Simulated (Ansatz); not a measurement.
# AlRu (Pm-3m) in Ansatz: convergence with k mesh

Aim: find how far k mesh must go before the results for AlRu settle, at LDA. This setting moves, with any that are tied to it; all else stays.

All numbers are computed with Ansatz 0.2.0; they aren't measurements. Logs are shortened: lines on timing, memory, paths and dates and some standing lists are left out, and cuts for length are marked.

**1. The crystal as given**

Symmetry: Pm-3m, No. 221, cubic system. Conventional cell: a = 2.992 Å, b = 2.992 Å, c = 2.992 Å, α = 90.00°, β = 90.00°, γ = 90.00°. Around Ru (site symmetry m-3m) lie 8 Al at 2.59 Å. Around Al (site symmetry m-3m) lie 8 Ru at 2.59 Å.

**2. With k mesh 2 × 2 × 2**

Contents of input.yaml:

```yaml
crystal:
  lattice:
    - [2.9916, 0.0, 0.0]
    - [0.0, 2.9916, 0.0]
    - [0.0, 0.0, 2.9916]
  atoms:
    - { symbol: Ru, position: [0.5, 0.5, 0.5] }
    - { symbol: Al, position: [0.0, 0.0, 0.0] }
kpoints:
  mp_grid: { grid: [2, 2, 2] }
scf:
  occupations: { method: fermi_dirac, width: 0.05 }
hamiltonian:
  xc: lda
  pseudopotentials: { kind: all_electron, lapw: { basis_error: 0.001 } }
output:
  forces: true
  stress: true
  eigenvalues: true
```

Potentials or basis: all-electron LAPW, scalar-relativistic.

Launch:

```bash
$ ansatz run input.yaml --threads 1 --pin off --max-ram 3072MiB --backend cpu --events-out ev --progress --plain --runs-dir out
```

Log:

```text
Warning: RAYON_NUM_THREADS=1 ignored (pool sized by the plan → 1); use --threads N
LAPW: plane waves up to 7.954 Å⁻¹, error target 1.0e-3 eV per atom; small_component_spin mean_spin; Al in spheres of 1.170 Å, 11 of its electrons in bands, Dirac shells []; Ru in spheres of 1.421 Å, 26 of its electrons in bands, Dirac shells [] (how accurate: hamiltonian.pseudopotentials.lapw.basis_error, Limitations)
Engine: ansatz 0.2.0, x86_64-unknown-linux-gnu
Pseudopotentials: kind: all_electron
Pseudopotential: Ru, LAPW, valence charge 26, lapw/all_electron/scalar/gaussian/Ru, Koelling and Harmon's equation, gaussian nucleus
Pseudopotential: Al, LAPW, valence charge 11, lapw/all_electron/scalar/gaussian/Al, Koelling and Harmon's equation, gaussian nucleus
Functional definition: SPW92
  exchange = slater_x
  correlation = pw_c
Crystal: 2 atoms, lattice volume = 26.774 Å³
Basis set: ecut = 241.02956891755062 eV, 251 PW (Γ), exchange–correlation at level 2
Bands: 23, of which v1, the nominal top of the filled ones, is band 19 counted from 1 (18 counted from 0)
Symmetry: 48 space group operations
Space group: Pm-3m (ITA 221), of the structure as read, at distance tolerance 3.0e-5 Å
k-points: 4 of 8
Non-local potential: Ru, projectors of the file, none
Non-local potential: Al, projectors of the file, none
Initial density: superposition of atomic densities (chi_scale 0.1, normalization cell, long waves kept (reshape's long-wave potential 0.00 eV rms))
Initial wavefunctions: plane waves of lowest kinetic energy (no species holds an atomic orbital)
Functional: x = slater, c = lda
iter 1 solved again at ethr=9.54e-4 eV; its pass at ethr=1.00e-1 eV (dr2=3.53e-1 eV) is discarded
SCF iter   1: F=—  HF=-129759.329017 eV  |F-HF|=—  |Δ(HF+E_count)|=         —  Δρ=3.80e-2  dr2=3.55e-1  ethr=9.54e-4  ⟨swp⟩=2.5  Hψ=615  notcnv=0
preconditioner: auto → none  [insulator: Δε(μ)=0.995 eV  Ē_g=8.961 eV  σ=0.050 eV  W_gap=0.67  n_scr=6 (ndim 8)  ℏωp=23.8 eV  f_vac=0.000  D(μ)=3.35/eV (n_scr^D=56)  ε∞_Penn≈8.1]
SCF iter   2: F=—  HF=-129758.695880 eV  |F-HF|=—  |Δ(HF+E_count)|=   6.33e-1  Δρ=1.97e-2  dr2=1.63e-1  ethr=9.54e-4  ⟨swp⟩=3.0  Hψ=293  notcnv=0
iter 3 solved again at ethr=2.01e-5 eV; its pass at ethr=4.41e-4 eV (dr2=7.43e-3 eV) is discarded
SCF iter   3: F=—  HF=-129758.479530 eV  |F-HF|=—  |Δ(HF+E_count)|=   2.16e-1  Δρ=7.61e-3  dr2=7.43e-3  ethr=2.01e-5  ⟨swp⟩=2.0  Hψ=446  notcnv=0
SCF iter   4: F=—  HF=-129758.461853 eV  |F-HF|=—  |Δ(HF+E_count)|=         —  Δρ=5.83e-4  dr2=3.78e-5  ethr=2.01e-5  ⟨swp⟩=2.0  Hψ=257  notcnv=0
the basis was enlarged: its passes take 1.2 MiB over the memory plan, 1 of 1 planned eigensolver slots
SCF iter   5: F=—  HF=-129758.461780 eV  |F-HF|=—  |Δ(HF+E_count)|=   7.27e-5  Δρ=1.05e-4  dr2=1.90e-6  ethr=1.02e-7  ⟨swp⟩=2.8  Hψ=263  notcnv=0
SCF iter   6: F=-129758.461780 eV  HF=-129758.461780 eV  |F-HF|=4.66e-10  |Δ(HF+E_count)|=   4.89e-7  Δρ=7.37e-6  dr2=7.18e-9  ethr=5.13e-9  ⟨swp⟩=2.8  Hψ=261  notcnv=0
SCF 1 converged in 6 iterations: F = -129758.461780 eV  dr2 = 7.18e-9
SCF converged after 6 iterations
Free energy (F): -129758.461780 eV
Harris-Foulkes:  -129758.461780 eV  (|F-HF|=4.66e-10)
Internal energy: -129758.437048 eV  (E = F + TS)
E sigma→0 (E₀):  -129758.449414 eV
Entropy (-TS):   -0.024732 eV (-12.366 meV/atom)
Fermi energy:    18.256943 eV
--- Per-component energies (eV) ---
  E_band       = -3030.441529
  E_kinetic    = 134640.110001
  E_xc         = -4003.514027
  E_electrostatic = -260395.033022  (all electrons and nuclei)
  E_smearing   = -0.024732  (= −TS)
  E_closure    = 0.000000  (closes the sum)
  E_atoms      = -129742.989643  (free atoms, spherical and without spin; not in F)
  Σ components = -129758.461780   (vs F -129758.461780, Δ=0.00e0)
  Basis errors (estimates in eV, not in F): energy 2.5e-4 per atom: plane waves 2.1e-4 (1.1e-4 summed), levels above the bands 8.6e-73, relativity 3.3e-9, radial functions 3.9e-5, core shells 1.7e-7; eigenvalues (radial functions only) 2.4e-6; not estimated: angular momenta, meshes, grids; target (lapw.basis_error) 1.0e-3; muffin-tin radii Al 1.170 Å, Ru 1.421 Å
--- Forces (eV/Å), atoms counted from 1 ---
  atom   1  Ru     0.00000000    -0.00000000     0.00000000
  atom   2  Al    -0.00000000     0.00000000     0.00000000
  max |Σ_I F_I| component: 7.89e-31 eV/Å
--- Stress (GPa, compression-positive) ---
       -0.742800       0.000000       0.000000
        0.000000      -0.742800       0.000000
        0.000000       0.000000      -0.742800
  P = ⅓ Tr σ = -0.7428 GPa (-7.428 kbar)
--- Band table (eV) ---
  k-point 0: bands = ["-251.1110", "-251.1110", "-251.0023", "-251.0023", "-251.0023", "-82.5992", "-54.0151", "-44.7906", "-44.7906", "-44.7906", "-24.0052", "-24.0052", "-24.0052", "8.5093", "14.1825", "14.1825", "17.9804", "17.9804", "17.9804", "24.2386", "24.2386", "24.2386", "29.1653"]
  k-point 1: bands = ["-251.1110", "-251.1110", "-251.0023", "-251.0023", "-251.0023", "-82.5987", "-53.9999", "-44.7971", "-44.7899", "-44.7899", "-24.2134", "-23.9882", "-23.9882", "12.1955", "12.7603", "14.9121", "16.2675", "16.2675", "18.2214", "19.9712", "25.7497", "29.1208", "29.1208"]
  k-point 2: bands = ["-251.1110", "-251.1110", "-251.0023", "-251.0023", "-251.0023", "-82.5981", "-53.9842", "-44.7975", "-44.7975", "-44.7893", "-24.1868", "-24.1868", "-23.9703", "12.0455", "14.7036", "16.6761", "16.6761", "16.8361", "16.8361", "19.1260", "23.1200", "24.2389", "28.7779"]
  k-point 3: bands = ["-251.1110", "-251.1110", "-251.0023", "-251.0023", "-251.0023", "-82.5976", "-53.9691", "-44.7966", "-44.7966", "-44.7966", "-24.1655", "-24.1655", "-24.1655", "13.3850", "13.3850", "13.3850", "19.2145", "19.2145", "20.8306", "22.1767", "22.1767", "22.1767", "26.6112"]
```

Wall time 3.4 s (1 thread of Intel Xeon at 2.50GHz (Skylake/Cascade Lake), shared host); peak memory 0.25 GiB.

What came out:

| Item | Value |
| --- | --- |
| Free energy | -129758.4618 eV |
| Pressure | -0.7 GPa |
| Band gap on the k mesh | none (metal or under the smearing width) |

**3. With k mesh 3 × 3 × 3**

Changes to input.yaml since step 2:

```diff
@@ -9,3 +9,3 @@
 kpoints:
-  mp_grid: { grid: [2, 2, 2] }
+  mp_grid: { grid: [3, 3, 3] }
 scf:
```

Potentials or basis: all-electron LAPW, scalar-relativistic.

Launch:

```bash
$ ansatz run input.yaml --threads 1 --pin off --max-ram 3072MiB --backend cpu --events-out ev --progress --plain --runs-dir out
```

Run time: 4 s. Hardware: 1 thread of Intel Xeon at 2.50GHz (Skylake/Cascade Lake), shared host; peak memory 0.25 GiB.

What came out:

| Item | Value |
| --- | --- |
| Free energy | -129758.9145 eV |
| Pressure | -6.4 GPa |
| Band gap on the k mesh | none (metal or under the smearing width) |

**4. With k mesh 4 × 4 × 4**

Changes to input.yaml since step 3:

```diff
@@ -9,3 +9,3 @@
 kpoints:
-  mp_grid: { grid: [3, 3, 3] }
+  mp_grid: { grid: [4, 4, 4] }
 scf:
```

Launch:

```bash
$ ansatz run input.yaml --threads 1 --pin off --max-ram 3072MiB --backend cpu --events-out ev --progress --plain --runs-dir out
```

Run time: 5 s. Hardware: 1 thread of Intel Xeon at 2.50GHz (Skylake/Cascade Lake), shared host; peak memory 0.26 GiB.

Results:

- Free energy: -129759.4279 eV
- Pressure: -10.4 GPa
- Band gap on the k mesh: none (metal or under the smearing width)

**5. With k mesh 6 × 6 × 6**

Changes to input.yaml since step 4:

```diff
@@ -9,3 +9,3 @@
 kpoints:
-  mp_grid: { grid: [4, 4, 4] }
+  mp_grid: { grid: [6, 6, 6] }
 scf:
```

Launch:

```bash
$ ansatz run input.yaml --threads 1 --pin off --max-ram 3072MiB --backend cpu --events-out ev --progress --plain --runs-dir out
```

Wall time 8.1 s (1 thread of Intel Xeon at 2.50GHz (Skylake/Cascade Lake), shared host); peak memory 0.28 GiB.

Results:

```yaml
Free_energy: -129759.1745 eV
Pressure: -8.2 GPa
Band_gap_on_the_k_mesh: none (metal or under the smearing width)
```

**6. With k mesh 7 × 7 × 7**

Changes to input.yaml since step 5:

```diff
@@ -9,3 +9,3 @@
 kpoints:
-  mp_grid: { grid: [6, 6, 6] }
+  mp_grid: { grid: [7, 7, 7] }
 scf:
```

Potentials or basis: all-electron LAPW, scalar-relativistic.

Launch:

```bash
$ ansatz run input.yaml --threads 1 --pin off --max-ram 3072MiB --backend cpu --events-out ev --progress --plain --runs-dir out
```

Run time: 9.7 s. Hardware: 1 thread of Intel Xeon at 2.50GHz (Skylake/Cascade Lake), shared host; peak memory 0.28 GiB.

Results:

```
Free energy            : -129759.1801 eV
Pressure               : -8.1 GPa
Band gap on the k mesh : none (metal or under the smearing width)
```

**7. With k mesh 9 × 9 × 9**

Changes to input.yaml since step 6:

```diff
@@ -9,3 +9,3 @@
 kpoints:
-  mp_grid: { grid: [7, 7, 7] }
+  mp_grid: { grid: [9, 9, 9] }
 scf:
```

Launch:

```bash
$ ansatz run input.yaml --threads 1 --pin off --max-ram 3072MiB --backend cpu --events-out ev --progress --plain --runs-dir out
```

It took 13 s on 1 thread of Intel Xeon at 2.50GHz (Skylake/Cascade Lake), shared host; peak memory 0.3 GiB.

Results:

| Item | Value |
| --- | --- |
| Free energy | -129759.1703 eV |
| Pressure | -8.2 GPa |
| Band gap on the k mesh | none (metal or under the smearing width) |

**8. With k mesh 11 × 11 × 11**

Changes to input.yaml since step 7:

```diff
@@ -9,3 +9,3 @@
 kpoints:
-  mp_grid: { grid: [9, 9, 9] }
+  mp_grid: { grid: [11, 11, 11] }
 scf:
```

Launch:

```bash
$ ansatz run input.yaml --threads 1 --pin off --max-ram 3072MiB --backend cpu --events-out ev --progress --plain --runs-dir out
```

Run time: 20 s. Hardware: 1 thread of Intel Xeon at 2.50GHz (Skylake/Cascade Lake), shared host; peak memory 0.34 GiB.

The run converged. Its results:

- Free energy: -129759.1633 eV
- Pressure: -8.1 GPa
- Band gap on the k mesh: none (metal or under the smearing width)

**9. With k mesh 13 × 13 × 13**

Changes to input.yaml since step 8:

```diff
@@ -9,3 +9,3 @@
 kpoints:
-  mp_grid: { grid: [11, 11, 11] }
+  mp_grid: { grid: [13, 13, 13] }
 scf:
```

Potentials or basis: all-electron LAPW, scalar-relativistic.

Launch:

```bash
$ ansatz run input.yaml --threads 1 --pin off --max-ram 3072MiB --backend cpu --events-out ev --progress --plain --runs-dir out
```

Wall time 27 s (1 thread of Intel Xeon at 2.50GHz (Skylake/Cascade Lake), shared host); peak memory 0.39 GiB.

The run converged. Its results:

| Item | Value |
| --- | --- |
| Free energy | -129759.1735 eV |
| Pressure | -8.2 GPa |
| Band gap on the k mesh | none (metal or under the smearing width) |

**10. Result**

| k mesh | energy less the tightest run, at zero smearing (meV/atom) | pressure (GPa) | SCF cycles | CPU time (s) | peak memory (GiB) |
| --- | --- | --- | --- | --- | --- |
| 2 × 2 × 2 | 359.07 | -0.74 | 6 | 3.4 | 0.25 |
| 3 × 3 × 3 | 133.78 | -6.43 | 8 | 3.9 | 0.25 |
| 4 × 4 × 4 | -127.95 | -10.40 | 7 | 4.9 | 0.26 |
| 6 × 6 × 6 | 0.90 | -8.21 | 7 | 8 | 0.28 |
| 7 × 7 × 7 | -1.80 | -8.15 | 7 | 9.6 | 0.28 |
| 9 × 9 × 9 | 2.35 | -8.19 | 7 | 13 | 0.3 |
| 11 × 11 × 11 | 5.78 | -8.09 | 7 | 20 | 0.34 |
| 13 × 13 × 13 | 0.00 | -8.16 | 7 | 27 | 0.39 |

Against the tightest run, the pressure stays within 0.1 GPa from 6 × 6 × 6 on. Not settled before the last step: the energy (to 1 meV/atom). Meshes of other sizes hit other points, so gaps and Fermi surfaces needn't settle smoothly. The tightest run that finished is the yardstick and may itself not be fully converged.
